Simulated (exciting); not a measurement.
Consider KF (Carobbiite), space group Fm-3m.

```
K F
1.0
     0.00000    2.67185    2.67185
     2.67185    0.00000    2.67185
     2.67185    2.67185    0.00000
K F
1 1
Direct
  0.00000 0.00000 0.00000
  0.50000 0.50000 0.50000
```

Absorber: atom 1, with 6 F at 2.67 Å (octahedral, site symmetry m-3m). Method: exciting, all-electron LAPW+lo, PBE, exchange and screened direct term (singlet BSE), 5×5×5 shifted k points, 21 conduction bands, |G+q| up to 3 bohr⁻¹, full RPA screening with nempty = 42, Lorentzian half width 0.45 eV.

Predict the K K near-edge structure at this level.

Bound core exciton? Yes on this mesh: the first bright state (over 5 % of the brightest) lies at -0.75 eV from the Kohn–Sham onset and at -0.96 eV from the lowest bare transition of its own mesh; weaker or dark states reach down to -3.86 eV. Maxima (height): -0.2 eV (0.99), 3.9 eV (0.27), 7.8 eV (1.00), 12.7 eV (0.25), 19.6 eV (0.27), 21.3 eV (0.27) and 22.7 eV (0.28); 1 lower ones aren't listed.

Energy from the Kohn–Sham onset, core level to the lowest empty state found on the meshes used; Im ε in relative units:

| E (eV) | Im ε |
| --- | --- |
| -4.5 | 0.02 |
| -4.0 | 0.03 |
| -3.5 | 0.04 |
| -3.0 | 0.05 |
| -2.5 | 0.07 |
| -2.0 | 0.11 |
| -1.5 | 0.19 |
| -1.0 | 0.45 |
| -0.5 | 0.91 |
| 0.0 | 0.98 |
| 0.5 | 0.81 |
| 1.0 | 0.57 |
| 1.5 | 0.38 |
| 2.0 | 0.34 |
| 2.5 | 0.28 |
| 3.0 | 0.24 |
| 3.5 | 0.26 |
| 4.0 | 0.27 |
| 4.5 | 0.25 |
| 5.0 | 0.27 |
| 5.5 | 0.34 |
| 6.0 | 0.48 |
| 6.5 | 0.62 |
| 7.0 | 0.74 |
| 7.5 | 0.90 |
| 8.0 | 0.96 |
| 8.5 | 0.74 |
| 9.0 | 0.68 |
| 9.5 | 0.56 |
| 10.0 | 0.41 |
| 10.5 | 0.32 |
| 11.0 | 0.23 |
| 11.5 | 0.20 |
| 12.0 | 0.22 |
| 12.5 | 0.25 |
| 13.0 | 0.23 |
| 13.5 | 0.19 |
| 14.0 | 0.18 |
| 14.5 | 0.17 |
| 15.0 | 0.17 |
| 15.5 | 0.19 |
| 16.0 | 0.20 |
| 16.5 | 0.19 |
| 17.0 | 0.18 |
| 17.5 | 0.16 |
| 18.0 | 0.16 |
| 18.5 | 0.18 |
| 19.0 | 0.23 |
| 19.5 | 0.26 |
| 20.0 | 0.25 |
| 20.5 | 0.23 |
| 21.0 | 0.26 |
| 21.5 | 0.27 |
| 22.0 | 0.26 |
| 22.5 | 0.27 |
| 23.0 | 0.27 |
| 23.5 | 0.25 |
| 24.0 | 0.21 |
| 24.5 | 0.17 |

With 125 k points the binding energies are rough. The kernel cutoff is low for a compact core orbital, so the effect of exchange is a lower bound. The zero comes from the unshifted 5×5×5 ground-state mesh; it is exact only where the band minimum lies on that mesh. The structure is a published determination, not relaxed.

[Banner, clock and machine lines of the logs are left out without a mark of their own.]

[Logs are printed without paths, hosts, clocks, repeated set-up lines and the standing remarks that a program may print on its own settings, such as how far it seeks lower states.]

[Hosts, paths, dates, database ids (printed as entryN), source tags and the programs' standing remarks are cut or masked in the printed files.]
